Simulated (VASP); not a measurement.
# W (Im-3m) in VASP: a series of runs, part 2 of 2

VASP 6.6.1. The steps go on from the part before.

### Step 3. Relaxation of cell and atoms, PBE

File INCAR:

```
  PREC = Accurate
  ENCUT = 600
  EDIFF = 1E-6
  ISMEAR = -1
  SIGMA = 0.05
  LREAL = False
  LASPH = True
  NELM = 100
  ALGO = Normal
  ISIF = 3
  LWAVE = False
  LCHARG = False
  GGA = PE
  IBRION = 2
  NSW = 40
  EDIFFG = -0.01
```

File KPOINTS:

```
Automatic mesh
0
Gamma
  12 12 12
```

File POSCAR:

```
W
1.0
   -1.5823450000      1.5823450000      1.5823450000
    1.5823450000     -1.5823450000      1.5823450000
    1.5823450000      1.5823450000     -1.5823450000
W
1
Direct
    0.0000000000      0.0000000000      0.0000000000
```

Potentials or basis: VASP PAW PBE potentials, release 64 (W_sv).

The run is started by

```sh
> cat potpaw_PBE.64/W_sv/POTCAR > POTCAR
> mpirun -np 1 vasp_std > vasp.out
```

Wall time 37 s (1 thread of Intel Xeon Platinum 8375C at 2.90GHz (Ice Lake), shared host); peak memory 0.16 GiB.

It converged, with:

| Quantity | Value |
| --- | --- |
| Free energy | -12.9575 eV |
| Relaxed volume | 16.18 Å³/atom |
| Relaxed cell | a = 2.760 Å, b = 2.760 Å, c = 2.760 Å, α = 109.47°, β = 109.47°, γ = 109.47° |
| Space group after relaxing (to 0.05 Å) | Im-3m (No. 229) |
| Energy gained by relaxing | 6.5 meV/atom |
| Ionic steps | 4 |
| Pressure after relaxing | 0.0 GPa |
| Band gap on the k mesh | none (metal or under the smearing width) |

Step by step:
```tsv
step	energy change (eV)	largest force (eV/Å)	pressure (GPa)	volume (Å³)
1	0.0000	0.0000	6.48	15.85
2	0.0669	0.0000	-18.66	17.36
3	-0.0065	0.0000	-0.18	16.19
4	-0.0065	0.0000	-0.03	16.18
```

Final structure:
```xyz
1
Lattice="-1.5933 1.5933 1.5933 1.5933 -1.5933 1.5933 1.5933 1.5933 -1.5933" Properties=species:S:1:pos:R:3 pbc="T T T"
W     0.0000    0.0000    0.0000
```

Levels at points of the mesh, in eV from the Fermi level:
| k point | band 3 | band 4 | band 5 | band 6 | band 7 | band 8 | band 9 | band 10 | band 11 |
| --- | --- | --- | --- | --- | --- | --- | --- | --- | --- |
| (0.00, 0.00, 0.00) | -37.71 | -37.71 | -9.42 | -1.10 | -1.10 | -1.10 | 2.31 | 2.31 | 14.57 |
| (0.50, 0.00, 0.00) | -38.10 | -37.71 | -6.04 | -3.37 | 0.71 | 2.19 | 3.15 | 6.07 | 10.86 |
| (0.50, 0.50, 0.50) | -38.55 | -38.55 | -5.57 | -5.57 | 5.12 | 5.12 | 5.12 | 8.19 | 8.19 |

The run has no spin-orbit coupling, so splittings on W are missing. PBE usually gives volumes a little too large and moduli too small.

### Step 4. Relaxation of cell and atoms, PBE

INCAR is that of step 3.

KPOINTS is that of step 3.

POSCAR is that of step 3.

Potentials or basis: VASP PAW PBE potentials, release 64 (W).

The run is started by

```sh
> cat potpaw_PBE.64/W/POTCAR > POTCAR
> mpirun -np 1 vasp_std > vasp.out
```

OUTCAR:

```text
PREC = Accurate
   ENCUT = 600
   EDIFF = 1E-6
   ISMEAR = -1
   LREAL = False
   LASPH = True
   NELM = 100
   ISIF = 3
   GGA = PE
   IBRION = 2
   NSW = 40
   EDIFFG = -0.01

 ion  position               nearest neighbor table
   1  0.000  0.000  0.000-

  LATTYP: Found a body centered cubic cell.
 ALAT       =     3.1646900000

  Lattice vectors:

 A1 = (  -1.5823450000,   1.5823450000,   1.5823450000)
 A2 = (   1.5823450000,  -1.5823450000,   1.5823450000)
 A3 = (   1.5823450000,   1.5823450000,  -1.5823450000)

Analysis of symmetry for initial positions (statically):
=====================================================================
 Subroutine PRICEL returns:
 Original cell was already a primitive cell.

 Routine SETGRP: Setting up the symmetry group for a
 body centered cubic supercell.

 Subroutine GETGRP returns: Found 48 space group operations
 (whereof 48 operations were pure point group operations)
 out of a pool of 48 trial point group operations.

The static configuration has the point symmetry O_h .

Analysis of symmetry for dynamics (positions and initial velocities):
=====================================================================
 Subroutine PRICEL returns:
 Original cell was already a primitive cell.

[... 164 lines left out ...]
  in kB       23.1131832     23.1131832     23.1131832      0.0000000     -0.0000000      0.0000000
  external PRESSURE =      23.1131832 kB  Pullay stress =       0.0000000 kB
[... 57 lines left out ...]
--------------------------------------- Ionic step        3  -------------------------------------------

 number of electron       6.0000000 magnetization

 Free energy of the ion-electron system (eV)
  ---------------------------------------------------
  ext. energy  EPLUGINS =         0.00000000
  ---------------------------------------------------
  free energy    TOTEN  =       -13.02439761 eV

  energy without entropy =      -13.01964784  energy(sigma->0) =      -13.02202272

 E-fermi :   7.6420     XC(G=0): -13.1057

 val. band max:        7.6177274468   @ k =  -0.2500   0.3333   0.1667
 cond. band min:       7.6541038945   @ k =  -0.1667   0.1667   0.0833
 fundamental gap:      0.0363764477
 Fermi energy:         7.6420418374

 k-point     1 :       0.0000    0.0000    0.0000
  band No.  band energies     occupation
      1      -1.8348      2.00000
      2       6.5011      2.00000
      3       6.5011      2.00000
      4       6.5011      2.00000
      5       9.9483      0.00000
      6       9.9483      0.00000
      7      22.9435      0.00000
[... 221 lines left out ...]
 k-point    24 :       0.4167    0.0833    0.0833
  band No.  band energies     occupation
      1       2.1748      2.00000
      2       4.1561      2.00000
      3       7.4461      1.96107
      4      10.0835      0.00000
      5      10.8395      0.00000
      6      15.0614      0.00000
      7      17.6048      0.00000

 [... further k-points ...]

------------------------ aborting loop because EDIFF is reached ----------------------------------------

  FORCE on cell =-STRESS in cart. coord.  units (eV):
  Direction    XX          YY          ZZ          XY          YZ          ZX
  --------------------------------------------------------------------------------------
  -------------------------------------------------------------------------------------
  Total       -0.0008314     -0.0008314     -0.0008314     -0.0000000      0.0000000      0.0000000
  in kB       -0.0834400     -0.0834400     -0.0834400     -0.0000000      0.0000000      0.0000000
  external PRESSURE =      -0.0834400 kB  Pullay stress =       0.0000000 kB
[... 16 lines left out ...]
  FREE ENERGIE OF THE ION-ELECTRON SYSTEM (eV)
  ---------------------------------------------------
  free  energy   TOTEN  =       -13.0243976058 eV

  energy  without entropy=      -13.0196478363  energy(sigma->0) =      -13.02202272

 reached required accuracy - stopping structural energy minimisation
```

CONTCAR:

```text
W
   1.00000000000000
    -1.5862284852629092    1.5862284852629092    1.5862284852629092
     1.5862284852629092   -1.5862284852629092    1.5862284852629092
     1.5862284852629092    1.5862284852629092   -1.5862284852629092
  W
     1
Direct
     0.0000000000000000    0.0000000000000000    0.0000000000000000

  0.00000000E+00  0.00000000E+00  0.00000000E+00
```

Wall time 17 s (1 thread of Intel Xeon Platinum 8375C at 2.90GHz (Ice Lake), shared host); peak memory 0.15 GiB.

What came out:

```yaml
Free_energy: -13.0244 eV
Relaxed_volume: 15.96 Å³/atom
Relaxed_cell: a = 2.747 Å, b = 2.747 Å, c = 2.747 Å, α = 109.47°, β = 109.47°, γ = 109.47°
Space_group_after_relaxing_to_0.05_Å: Im-3m (No. 229)
Energy_gained_by_relaxing: 0.8 meV/atom
Ionic_steps: 3
Pressure_after_relaxing: 0.0 GPa
Band_gap_on_the_k_mesh: none (metal or under the smearing width)
```

Step by step:
| step | energy change (eV) | largest force (eV/Å) | pressure (GPa) | volume (Å³) |
| --- | --- | --- | --- | --- |
| 1 | 0.0000 | 0.0000 | 2.31 | 15.85 |
| 2 | 0.0092 | 0.0000 | -7.56 | 16.38 |
| 3 | -0.0008 | 0.0000 | -0.01 | 15.96 |

Final structure:
```cif
data_structure
_symmetry_space_group_name_H-M 'P 1'
_symmetry_Int_Tables_number 1
_cell_length_a 2.7474
_cell_length_b 2.7474
_cell_length_c 2.7474
_cell_angle_alpha 109.471
_cell_angle_beta 109.471
_cell_angle_gamma 109.471
_cell_volume 15.96
loop_
_atom_site_label
_atom_site_type_symbol
_atom_site_fract_x
_atom_site_fract_y
_atom_site_fract_z
_atom_site_occupancy
W1 W 0.00000 0.00000 0.00000 1
```

The run has no spin-orbit coupling, so splittings on W are missing. Zero-point motion and thermal expansion aren't in these numbers.

### Step 5. Relaxation of cell and atoms, PBE

INCAR is that of step 4.

KPOINTS is that of step 4.

POSCAR is that of step 4.

Potentials or basis: VASP PAW PBE potentials, release 64 (W_sv).

The run is started by

```sh
> cat potpaw_PBE.64/W_sv/POTCAR > POTCAR
> mpirun -np 1 vasp_std > vasp.out
```

It took 29 s on 1 thread of Intel Xeon Platinum 8375C at 2.90GHz (Ice Lake), shared host; peak memory 0.16 GiB.

The run converged. Its results:

```
Free energy                            : -12.9575 eV
Relaxed volume                         : 16.18 Å³/atom
Relaxed cell                           : a = 2.760 Å, b = 2.760 Å, c = 2.760 Å, α = 109.47°, β = 109.47°, γ = 109.47°
Space group after relaxing (to 0.05 Å) : Im-3m (No. 229)
Energy gained by relaxing              : 6.5 meV/atom
Ionic steps                            : 4
Pressure after relaxing                : 0.0 GPa
Band gap on the k mesh                 : none (metal or under the smearing width)
```

Step by step:
| step | energy change (eV) | largest force (eV/Å) | pressure (GPa) | volume (Å³) |
| --- | --- | --- | --- | --- |
| 1 | 0.0000 | 0.0000 | 6.48 | 15.85 |
| 2 | 0.0669 | 0.0000 | -18.66 | 17.36 |
| 3 | -0.0065 | 0.0000 | -0.18 | 16.19 |
| 4 | -0.0065 | 0.0000 | -0.03 | 16.18 |

Final structure:
```
W
1.0
    -1.59325    1.59325    1.59325
     1.59325   -1.59325    1.59325
     1.59325    1.59325   -1.59325
W
1
Direct
  0.00000 0.00000 0.00000
```

Levels at points of the mesh, in eV from the Fermi level:
| k point | band 5 | band 6 | band 7 | band 8 | band 9 | band 10 |
| --- | --- | --- | --- | --- | --- | --- |
| (0.00, 0.00, 0.00) | -9.42 | -1.10 | -1.10 | -1.10 | 2.31 | 2.31 |
| (0.50, 0.00, 0.00) | -6.04 | -3.37 | 0.71 | 2.19 | 3.15 | 6.07 |
| (0.50, 0.50, 0.50) | -5.57 | -5.57 | 5.12 | 5.12 | 5.12 | 8.19 |

### Step 6. Overview

| task | level | potentials or basis | cell | cutoff (eV) | smearing | gap on the mesh (eV) | pressure (GPa) | relaxed volume (Å³/atom) |
| --- | --- | --- | --- | --- | --- | --- | --- | --- |
| single point | LDA | VASP PAW LDA potentials, release 64 (W_sv) | as given | 520 | gaussian 0.05 eV | none | -7.4 | - |
| relaxation of cell and atoms | PBE | VASP PAW PBE potentials, release 64 (W_sv) | relaxed | 600 | fermi-dirac 0.05 eV | none | 0.0 | 16.18 |
| relaxation of cell and atoms | PBE | VASP PAW PBE potentials, release 64 (W) | relaxed | 600 | fermi-dirac 0.05 eV | none | 0.0 | 15.96 |

Alike in all rows: no spin polarisation; k mesh 12 × 12 × 12.

Total energies depend on the potentials used, so only differences within one code and one set of settings carry meaning.
